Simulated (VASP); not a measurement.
# LiF (Griceite): NMR shieldings, part 2 of 3

What are the shielding tensors of LiF (Griceite)? The cell is of the rock-salt type, one of the forms listed for this formula, which need not be the common one. The start is a cell from a database of measured crystal structures.

VASP 6.6.1, plane waves and PAW; the level of theory is named at each step.

So far. Step 2 (Ground state): The cell has a gap of 9.09 eV on this mesh.

**3. Shielding tensors**

This step: chemical shifts by linear response (GIPAW), PBE; plane waves and PAW (F, Li_sv) (VASP 6.6.1).

LCHIMAG computes the induced currents by linear response. It needs tightly converged orbitals and a cutoff well above the default; LEFG adds the field gradients at no cost.

File INCAR:

```
SYSTEM = LiF
PREC = Accurate
ENCUT = 700
EDIFF = 1E-09
NELM = 100
ISMEAR = 0
SIGMA = 0.01
LREAL = .FALSE.
ALGO = Normal
GGA = PE
NBANDS = 11
LWAVE = .FALSE.
LCHARG = .FALSE.
KPAR = 2
LCHIMAG = .TRUE.
LEFG = .TRUE.
DQ = 0.001
ICHIBARE = 1
LNMR_SYM_RED = .TRUE.
```

File POSCAR:

```
LiF
1.0
    0.0000000000      2.0140000000      2.0140000000
    2.0140000000      0.0000000000      2.0140000000
    2.0140000000      2.0140000000      0.0000000000
F Li
1 1
Direct
    0.5000000000      0.5000000000      0.5000000000
    0.0000000000      0.0000000000      0.0000000000
```

File KPOINTS:

```
Automatic mesh
0
Gamma
8 8 8
0 0 0
```

Potentials, in the order of the species: F and Li_sv (PBE family, release 64).

Command:

```sh
mpirun -np 2 vasp_std
```

The program printed:

```text
[... set-up lines as in an earlier step ...]
 entering main loop
       N       E                     dE             d eps       ncg     rms          rms(c)
DAV:   1     0.439034576795E+02    0.43903E+02   -0.66118E+03   638   0.118E+03
DAV:   2    -0.839429419715E+01   -0.52298E+02   -0.51457E+02   737   0.230E+02
DAV:   3    -0.101152382531E+02   -0.17209E+01   -0.17071E+01   787   0.365E+01
DAV:   4    -0.101503677315E+02   -0.35129E-01   -0.35124E-01   805   0.518E+00
DAV:   5    -0.101507868630E+02   -0.41913E-03   -0.41912E-03   835   0.404E-01    0.453E+00
DAV:   6    -0.963291576848E+01    0.51787E+00   -0.25736E+00   722   0.107E+01    0.141E+00
DAV:   7    -0.963657081203E+01   -0.36550E-02   -0.21204E-02   895   0.137E+00    0.872E-01
DAV:   8    -0.964262240026E+01   -0.60516E-02   -0.16031E-02   829   0.149E+00    0.118E-01
DAV:   9    -0.964263527252E+01   -0.12872E-04   -0.10441E-03   754   0.319E-01    0.457E-02
DAV:  10    -0.964273657288E+01   -0.10130E-03   -0.14889E-04   746   0.106E-01    0.171E-02
DAV:  11    -0.964273515504E+01    0.14178E-05   -0.80432E-06   849   0.285E-02    0.213E-03
DAV:  12    -0.964273531067E+01   -0.15563E-06   -0.46269E-07   757   0.667E-03    0.870E-04
DAV:  13    -0.964273527856E+01    0.32112E-07   -0.60706E-08   754   0.239E-03    0.239E-04
DAV:  14    -0.964273526593E+01    0.12624E-07   -0.42033E-09   785   0.607E-04    0.638E-05
DAV:  15    -0.964273526302E+01    0.29144E-08   -0.10021E-09   619   0.313E-04    0.192E-05
DAV:  16    -0.964273526208E+01    0.94178E-09   -0.42249E-11   478   0.623E-05
ion   1
     0.0000000     0.0000000     0.0000000     0.0000000     0.0000000     0.0000000
     0.0000310     0.0000000     0.0000000     0.0000000     0.0000000     0.0000000
     0.0000427     0.0000000     0.0000000     0.0000000     0.0000000     0.0000000
     0.0000588     0.0000000     0.0000000     0.0000000     0.0000000     0.0000000
     0.0000810     0.0000000     0.0000000     0.0000000     0.0000000     0.0000000

     0.0000000     0.0000000     0.0000000     0.0000000     0.0000000     0.0000000
     0.0000310     0.0000000     0.0000000     0.0000000     0.0000000     0.0000000
     0.0000427     0.0000000     0.0000000     0.0000000     0.0000000     0.0000000
     0.0000588     0.0000000     0.0000000     0.0000000     0.0000000     0.0000000
     0.0000810     0.0000000     0.0000000     0.0000000     0.0000000     0.0000000

ion   2
     0.0000000    -0.0000000     0.0000000    -0.0000000     0.0000000     0.0000000
     0.0000222    -0.0000000     0.0000000    -0.0000000     0.0000000     0.0000000
     0.0000306    -0.0000000     0.0000000    -0.0000000     0.0000000     0.0000000
     0.0000422    -0.0000000     0.0000000    -0.0000000     0.0000000     0.0000000
     0.0000581    -0.0000000     0.0000000    -0.0000000     0.0000000     0.0000000

     0.0000000    -0.0000000     0.0000000    -0.0000000     0.0000000     0.0000000
     0.0000222    -0.0000000     0.0000000    -0.0000000     0.0000000     0.0000000
     0.0000306    -0.0000000     0.0000000    -0.0000000     0.0000000     0.0000000
     0.0000422    -0.0000000     0.0000000    -0.0000000     0.0000000     0.0000000
     0.0000581    -0.0000000     0.0000000    -0.0000000     0.0000000     0.0000000

   1 F= -.96427353E+01 E0= -.96427353E+01  d E =0.000000E+00
DAV:   1    -0.138009401482E+03   -0.13801E+03    0.00000E+00     0   0.000E+00
DAV:   2    -0.138009401482E+03    0.00000E+00    0.00000E+00     0   0.000E+00
BDIR= 1  IDIR= 2  IQ= -1
DAV:   1    -0.276021560116E+03   -0.27602E+03   -0.10732E-02   777   0.805E-01
DAV:   2    -0.276021591374E+03   -0.31258E-04   -0.31258E-04   737   0.146E-01
DAV:   3    -0.276021591432E+03   -0.57549E-07   -0.57610E-07   839   0.782E-03
DAV:   4    -0.276021591432E+03   -0.30752E-09   -0.27133E-09   776   0.440E-04
       N       E                     dE             d eps       ncg     rms
RMM:   1    -0.287046247984E+02   -0.28705E+02   -0.10601E+02  1222   0.604E+01
RMM:   2    -0.295182374232E+02   -0.81361E+00   -0.34508E+00  1418   0.885E+00
RMM:   3    -0.295518950463E+02   -0.33658E-01   -0.11015E-01  1403   0.207E+00
RMM:   4    -0.295534027973E+02   -0.15078E-02   -0.10827E-02  1426   0.637E-01
RMM:   5    -0.295535751618E+02   -0.17236E-03   -0.19477E-03  1407   0.246E-01
RMM:   6    -0.295536069201E+02   -0.31758E-04   -0.36919E-04  1406   0.920E-02
RMM:   7    -0.295536126828E+02   -0.57627E-05   -0.38200E-05  1286   0.209E-02
RMM:   8    -0.295536130056E+02   -0.32276E-06   -0.23971E-06  1188   0.535E-03
RMM:   9    -0.295536130363E+02   -0.30704E-07   -0.39962E-07  1082   0.194E-03
RMM:  10    -0.295536130427E+02   -0.63980E-08   -0.91318E-08  1018   0.755E-04
RMM:  11    -0.295536130434E+02   -0.68516E-09   -0.47521E-09   989   0.177E-04
BDIR= 1  IDIR= 2  IQ=  0
DAV:   1    -0.276018800306E+03   -0.27602E+03   -0.63610E-12   481   0.213E-05
DAV:   2    -0.276018800306E+03    0.10232E-11   -0.15319E-12   451   0.734E-06
       N       E                     dE             d eps       ncg     rms
RMM:   1    -0.287142941880E+02   -0.28714E+02   -0.10612E+02  1221   0.604E+01
RMM:   2    -0.295289756432E+02   -0.81468E+00   -0.34555E+00  1407   0.886E+00
RMM:   3    -0.295626036841E+02   -0.33628E-01   -0.11047E-01  1387   0.207E+00
RMM:   4    -0.295641141012E+02   -0.15104E-02   -0.10845E-02  1407   0.637E-01
RMM:   5    -0.295642868573E+02   -0.17276E-03   -0.19548E-03  1365   0.246E-01
RMM:   6    -0.295643186044E+02   -0.31747E-04   -0.36915E-04  1332   0.920E-02
RMM:   7    -0.295643243356E+02   -0.57312E-05   -0.38049E-05  1234   0.209E-02
RMM:   8    -0.295643246582E+02   -0.32260E-06   -0.24044E-06  1151   0.535E-03
RMM:   9    -0.295643246891E+02   -0.30909E-07   -0.40379E-07  1048   0.194E-03
RMM:  10    -0.295643246955E+02   -0.64404E-08   -0.92180E-08   995   0.757E-04
RMM:  11    -0.295643246962E+02   -0.68825E-09   -0.48114E-09   975   0.177E-04
BDIR= 1  IDIR= 2  IQ=  1
DAV:   1    -0.276016122018E+03   -0.27602E+03   -0.10735E-02   777   0.805E-01
DAV:   2    -0.276016153567E+03   -0.31550E-04   -0.31550E-04   713   0.146E-01
DAV:   3    -0.276016153628E+03   -0.60798E-07   -0.60772E-07   841   0.788E-03
DAV:   4    -0.276016153628E+03   -0.28467E-09   -0.25082E-09   753   0.406E-04
       N       E                     dE             d eps       ncg     rms
RMM:   1    -0.287238964183E+02   -0.28724E+02   -0.10623E+02  1223   0.604E+01
RMM:   2    -0.295396462559E+02   -0.81575E+00   -0.34603E+00  1418   0.887E+00
RMM:   3    -0.295732459925E+02   -0.33600E-01   -0.11080E-01  1401   0.208E+00
RMM:   4    -0.295747592045E+02   -0.15132E-02   -0.10864E-02  1422   0.638E-01
[...]
RLQ:   7    -0.513162720127E+00   -0.38900E-09   -0.75518E-10   949   0.978E-05
BDIR= 3  IDIR= 1  IQ= -1
DAV:   1    -0.276011391337E+03   -0.27601E+03   -0.97252E-03   754   0.806E-01
DAV:   2    -0.276011426487E+03   -0.35150E-04   -0.35150E-04   726   0.147E-01
DAV:   3    -0.276011426571E+03   -0.83813E-07   -0.83853E-07   850   0.846E-03
DAV:   4    -0.276011426571E+03   -0.59572E-09   -0.51036E-09   753   0.503E-04
       N       E                     dE             d eps       ncg     rms
RMM:   1    -0.327399375597E+02   -0.32740E+02   -0.13003E+02  1252   0.630E+01
RMM:   2    -0.336050102214E+02   -0.86507E+00   -0.40406E+00  1450   0.934E+00
RMM:   3    -0.336403221992E+02   -0.35312E-01   -0.14031E-01  1425   0.231E+00
RMM:   4    -0.336423398928E+02   -0.20177E-02   -0.13320E-02  1459   0.734E-01
RMM:   5    -0.336425744821E+02   -0.23459E-03   -0.24357E-03  1450   0.271E-01
RMM:   6    -0.336426085028E+02   -0.34021E-04   -0.43827E-04  1457   0.116E-01
RMM:   7    -0.336426147454E+02   -0.62426E-05   -0.42748E-05  1382   0.247E-02
RMM:   8    -0.336426155506E+02   -0.80518E-06   -0.45116E-06  1310   0.790E-03
RMM:   9    -0.336426156552E+02   -0.10461E-06   -0.62738E-07  1184   0.241E-03
RMM:  10    -0.336426156679E+02   -0.12721E-07   -0.29592E-08  1090   0.551E-04
RMM:  11    -0.336426156689E+02   -0.97527E-09   -0.59513E-09  1073   0.205E-04
BDIR= 3  IDIR= 1  IQ=  0
DAV:   1    -0.276018800306E+03   -0.27602E+03   -0.61665E-12   481   0.213E-05
DAV:   2    -0.276018800306E+03   -0.84697E-11   -0.13702E-12   451   0.734E-06
       N       E                     dE             d eps       ncg     rms
RMM:   1    -0.327438703535E+02   -0.32744E+02   -0.13008E+02  1253   0.631E+01
RMM:   2    -0.336084375708E+02   -0.86457E+00   -0.40434E+00  1441   0.934E+00
RMM:   3    -0.336437289943E+02   -0.35291E-01   -0.14011E-01  1419   0.230E+00
RMM:   4    -0.336457541109E+02   -0.20251E-02   -0.13320E-02  1433   0.735E-01
RMM:   5    -0.336459889559E+02   -0.23485E-03   -0.24314E-03  1421   0.270E-01
RMM:   6    -0.336460229434E+02   -0.33987E-04   -0.43700E-04  1417   0.116E-01
RMM:   7    -0.336460293102E+02   -0.63668E-05   -0.44072E-05  1338   0.246E-02
RMM:   8    -0.336460299746E+02   -0.66433E-06   -0.41594E-06  1258   0.719E-03
RMM:   9    -0.336460300640E+02   -0.89415E-07   -0.51348E-07  1131   0.212E-03
RMM:  10    -0.336460300757E+02   -0.11685E-07   -0.28579E-08  1041   0.526E-04
RMM:  11    -0.336460300766E+02   -0.92944E-09   -0.56584E-09  1021   0.192E-04
BDIR= 3  IDIR= 1  IQ=  1
DAV:   1    -0.276026162449E+03   -0.27603E+03   -0.97168E-03   748   0.806E-01
DAV:   2    -0.276026196522E+03   -0.34073E-04   -0.34073E-04   722   0.146E-01
DAV:   3    -0.276026196602E+03   -0.80067E-07   -0.80107E-07   837   0.835E-03
DAV:   4    -0.276026196603E+03   -0.51091E-09   -0.50896E-09   758   0.534E-04
       N       E                     dE             d eps       ncg     rms
RMM:   1    -0.327475515245E+02   -0.32748E+02   -0.13012E+02  1253   0.631E+01
RMM:   2    -0.336116080868E+02   -0.86406E+00   -0.40461E+00  1448   0.934E+00
RMM:   3    -0.336468919552E+02   -0.35284E-01   -0.14004E-01  1425   0.230E+00
RMM:   4    -0.336489127995E+02   -0.20208E-02   -0.13295E-02  1455   0.734E-01
RMM:   5    -0.336491474107E+02   -0.23461E-03   -0.24279E-03  1449   0.270E-01
RMM:   6    -0.336491813016E+02   -0.33891E-04   -0.43570E-04  1455   0.115E-01
RMM:   7    -0.336491876013E+02   -0.62997E-05   -0.43571E-05  1382   0.246E-02
RMM:   8    -0.336491882931E+02   -0.69170E-06   -0.42902E-06  1313   0.752E-03
RMM:   9    -0.336491883879E+02   -0.94856E-07   -0.55254E-07  1188   0.228E-03
RMM:  10    -0.336491884002E+02   -0.12294E-07   -0.29837E-08  1091   0.554E-04
RMM:  11    -0.336491884012E+02   -0.98253E-09   -0.59574E-09  1074   0.206E-04
BDIR= 3  IDIR= 2  IQ= -1
DAV:   1    -0.276021560116E+03   -0.27602E+03   -0.10732E-02   777   0.805E-01
DAV:   2    -0.276021591374E+03   -0.31258E-04   -0.31258E-04   737   0.146E-01
DAV:   3    -0.276021591432E+03   -0.57641E-07   -0.57610E-07   839   0.782E-03
DAV:   4    -0.276021591432E+03   -0.19986E-09   -0.27136E-09   776   0.440E-04
       N       E                     dE             d eps       ncg     rms
RMM:   1    -0.310587419719E+02   -0.31059E+02   -0.11732E+02  1260   0.617E+01
RMM:   2    -0.320483948298E+02   -0.98965E+00   -0.47907E+00  1423   0.989E+00
RMM:   3    -0.320845203226E+02   -0.36125E-01   -0.12577E-01  1402   0.223E+00
RMM:   4    -0.320863945234E+02   -0.18742E-02   -0.12735E-02  1440   0.710E-01
RMM:   5    -0.320866087542E+02   -0.21423E-03   -0.23398E-03  1418   0.269E-01
RMM:   6    -0.320866431292E+02   -0.34375E-04   -0.44499E-04  1418   0.114E-01
RMM:   7    -0.320866501017E+02   -0.69725E-05   -0.54064E-05  1345   0.282E-02
RMM:   8    -0.320866508790E+02   -0.77727E-06   -0.62087E-06  1267   0.922E-03
RMM:   9    -0.320866509719E+02   -0.92918E-07   -0.53808E-07  1157   0.226E-03
RMM:  10    -0.320866509820E+02   -0.10116E-07   -0.38813E-08  1060   0.535E-04
RMM:  11    -0.320866509828E+02   -0.78371E-09   -0.42886E-09  1054   0.179E-04
BDIR= 3  IDIR= 2  IQ=  0
DAV:   1    -0.276018800306E+03   -0.27602E+03   -0.61145E-12   481   0.213E-05
DAV:   2    -0.276018800306E+03   -0.40245E-10   -0.15749E-12   451   0.734E-06
       N       E                     dE             d eps       ncg     rms
RMM:   1    -0.310469209065E+02   -0.31047E+02   -0.11721E+02  1259   0.617E+01
RMM:   2    -0.320361056472E+02   -0.98918E+00   -0.47806E+00  1416   0.988E+00
RMM:   3    -0.320722304502E+02   -0.36125E-01   -0.12574E-01  1398   0.223E+00
RMM:   4    -0.320741075401E+02   -0.18771E-02   -0.12763E-02  1409   0.711E-01
RMM:   5    -0.320743219477E+02   -0.21441E-03   -0.23439E-03  1399   0.270E-01
RMM:   6    -0.320743564518E+02   -0.34504E-04   -0.44673E-04  1378   0.115E-01
RMM:   7    -0.320743634964E+02   -0.70447E-05   -0.54614E-05  1303   0.282E-02
RMM:   8    -0.320743642467E+02   -0.75029E-06   -0.61072E-06  1229   0.894E-03
RMM:   9    -0.320743643340E+02   -0.87303E-07   -0.49750E-07  1115   0.213E-03
RMM:  10    -0.320743643437E+02   -0.97278E-08   -0.38573E-08  1027   0.525E-04
RMM:  11    -0.320743643445E+02   -0.78001E-09   -0.42710E-09  1010   0.175E-04
BDIR= 3  IDIR= 2  IQ=  1
DAV:   1    -0.276016122017E+03   -0.27602E+03   -0.10735E-02   777   0.805E-01
DAV:   2    -0.276016153567E+03   -0.31550E-04   -0.31550E-04   713   0.146E-01
DAV:   3    -0.276016153628E+03   -0.60788E-07   -0.60772E-07   841   0.788E-03
DAV:   4    -0.276016153628E+03   -0.22965E-09   -0.25082E-09   753   0.406E-04
       N       E                     dE             d eps       ncg     rms
RMM:   1    -0.310348956261E+02   -0.31035E+02   -0.11710E+02  1258   0.617E+01
RMM:   2    -0.320235604172E+02   -0.98866E+00   -0.47702E+00  1425   0.988E+00
RMM:   3    -0.320596952127E+02   -0.36135E-01   -0.12583E-01  1405   0.223E+00
RMM:   4    -0.320615630553E+02   -0.18678E-02   -0.12764E-02  1435   0.709E-01
RMM:   5    -0.320617770317E+02   -0.21398E-03   -0.23477E-03  1426   0.270E-01
RMM:   6    -0.320618116671E+02   -0.34635E-04   -0.44852E-04  1415   0.115E-01
RMM:   7    -0.320618185958E+02   -0.69287E-05   -0.53333E-05  1340   0.283E-02
RMM:   8    -0.320618194858E+02   -0.89000E-06   -0.64450E-06  1267   0.959E-03
RMM:   9    -0.320618195878E+02   -0.10204E-06   -0.60718E-07  1150   0.238E-03
RMM:  10    -0.320618195983E+02   -0.10483E-07   -0.38230E-08  1055   0.529E-04
RMM:  11    -0.320618195991E+02   -0.77340E-09   -0.42747E-09  1049   0.177E-04
       N       E                     dE             d eps       ncg     rms
RLQ:   1    -0.451820628465E+00   -0.45182E+00   -0.50809E-01   978   0.257E+00
RLQ:   2    -0.463246710313E+00   -0.11426E-01   -0.40103E-02  1138   0.529E-01
RLQ:   3    -0.463478522244E+00   -0.23181E-03   -0.58065E-04  1104   0.633E-02
RLQ:   4    -0.463487218496E+00   -0.86963E-05   -0.25280E-05  1070   0.118E-02
RLQ:   5    -0.463487475471E+00   -0.25697E-06   -0.61600E-07   928   0.178E-03
RLQ:   6    -0.463487485077E+00   -0.96064E-08   -0.23932E-08   896   0.388E-04
RLQ:   7    -0.463487485403E+00   -0.32571E-09   -0.59500E-10   785   0.728E-05
```

The job ended after 68 s (2 MPI ranks of Intel Xeon 6975P-C (Granite Rapids), shared host; peak memory 0.34 GiB; 2.2 min of CPU time).

OUTCAR, selected parts (step 3):

```text
The static configuration has the point symmetry O_h .

 Found     29 irreducible k-points:

   dimension x,y,z NGX =    28 NGY =   28 NGZ =   28
   dimension x,y,z NGXF=    56 NGYF=   56 NGZF=   56

   ENCUT  =  700.0 eV  51.45 Ry    7.17 a.u.   6.14  6.14  6.14*2*pi/ulx,y,z

   NELECT =      10.0000    total number of electrons

  Total        0.1237241      0.1237241      0.1237241      0.0000000      0.0000000     -0.0000000
  in kB       12.1326735     12.1326735     12.1326735      0.0000000      0.0000000     -0.0000000
  external PRESSURE =      12.1326735 kB  Pullay stress =       0.0000000 kB

  energy-cutoff  :      700.00
  volume of cell :       16.34
      direct lattice vectors                 reciprocal lattice vectors
     0.000000000  2.014000000  2.014000000    -0.248262165  0.248262165  0.248262165
     2.014000000  0.000000000  2.014000000     0.248262165 -0.248262165  0.248262165
     2.014000000  2.014000000  0.000000000     0.248262165  0.248262165 -0.248262165

 POSITION                                       TOTAL-FORCE (eV/Angst)
 -----------------------------------------------------------------------------------
      2.01400      2.01400      2.01400         0.000000      0.000000      0.000000
      0.00000      0.00000      0.00000        -0.000000     -0.000000     -0.000000
 -----------------------------------------------------------------------------------
    total drift:                                0.000000      0.000000      0.000000

 Electric field gradients after diagonalization (V/A^2)
 (convention: |V_zz| > |V_xx| > |V_yy|)
----------------------------------------------------------------------
 ion       V_xx      V_yy      V_zz     asymmetry (V_yy - V_xx)/ V_zz
----------------------------------------------------------------------
   1       0.000     0.000    -0.001       0.000
   2       0.001     0.001    -0.002       0.000
----------------------------------------------------------------------

  ORBITAL MAGNETIC SUSCEPTIBILITY, excluding core contribution
 -------------------------------------------------------------
  Approximate magnetic susceptibility, pGv (10^-6 cm^3/mole)
     1         -6.910675         -0.000000          0.000000
     2          0.000000         -6.910675         -0.000000
     3         -0.000000          0.000000         -6.910675
 -------------------------------------------------------------
  Approximate magnetic susceptibility, vGv (10^-6 cm^3/mole)
     1         -7.906082         -0.000000          0.000000
     2         -0.000000         -7.906082         -0.000000
     3         -0.000000          0.000000         -7.906082

  CSA tensor (J. Mason, Solid State Nucl. Magn. Reson. 2, 285 (1993))
  for chemical shielding  (including the isotropic core contribution)

  BDIR labels direction of applied magnetic field (i.e. B0)
  For BDIR==1, B0 along x-axis, etc.
  Induced field listed along cartesian directions for each BDIR
 ------------------------------------------------------------------------------------------
                 EXCLUDING G=0 CONTRIBUTION              INCLUDING G=0 CONTRIBUTION
 ------------------------------------------------------------------------------------------
  ion  BDIR            X           Y           Z                X           Y           Z
          (   iso_shield        span        skew ) (   iso_shield        span        skew )
 ------------------------------------------------------------------------------------------
    1     1     361.1899     -0.0000      0.0000         367.1304     -0.0000      0.0000
          2       0.0000    361.1899     -0.0000           0.0000    367.1304     -0.0000
          3      -0.0000      0.0000    361.1899          -0.0000      0.0000    367.1304
          (     361.1899      0.0000      0.0000 ) (     367.1304      0.0000      0.0000 )

    2     1      81.3849     -0.0000     -0.0000          87.3254     -0.0000     -0.0000
          2       0.0000     81.3849     -0.0000          -0.0000     87.3254     -0.0000
          3      -0.0000      0.0000     81.3849          -0.0000      0.0000     87.3254
          (      81.3849      0.0000      0.0000 ) (      87.3254      0.0000      0.0000 )
 ------------------------------------------------------------------------------------------

[... 5 parts as in an earlier step ...]

[... 1 further part left out ...]
```

This step gave:

```yaml
free_energy_toten: -9.643 eV
fermi_energy: -0.8086 eV
pressure: 1.213 GPa
gap_on_the_k_mesh: 9.080 eV
least_direct_gap_on_the_k_mesh: 9.080 eV
```

Valence and core; the G = 0 term is that of a spherical sample. NMR shielding, by row:

```tsv
atom	isotropic shielding (ppm)	span (ppm)	skew	isotropic shielding without the G = 0 term (ppm)
F1	367.1	0	-	361.2
Li2	87.33	0	-	81.38
```

Ordered as |Vzz| ≥ |Vxx| ≥ |Vyy|, the program's way. Electric field gradients, by row:

```tsv
atom	Vxx (V/Å²)	Vyy (V/Å²)	Vzz (V/Å²)	asymmetry
F1	0	0	-0.001	-
Li2	0.001	0.001	-0.002	-
```

(Part 2 of 3 ends here.)

[Lines on the potential files, build, host, timing and source positions are cut from VASP's logs without a mark.]

[Logs are printed without paths, hosts, clocks, repeated set-up lines and the standing remarks that a program may print on its own settings, such as how far it seeks lower states.]

[Hosts, paths, dates, database ids (printed as entryN), source tags and the programs' standing remarks are cut or masked in the printed files.]
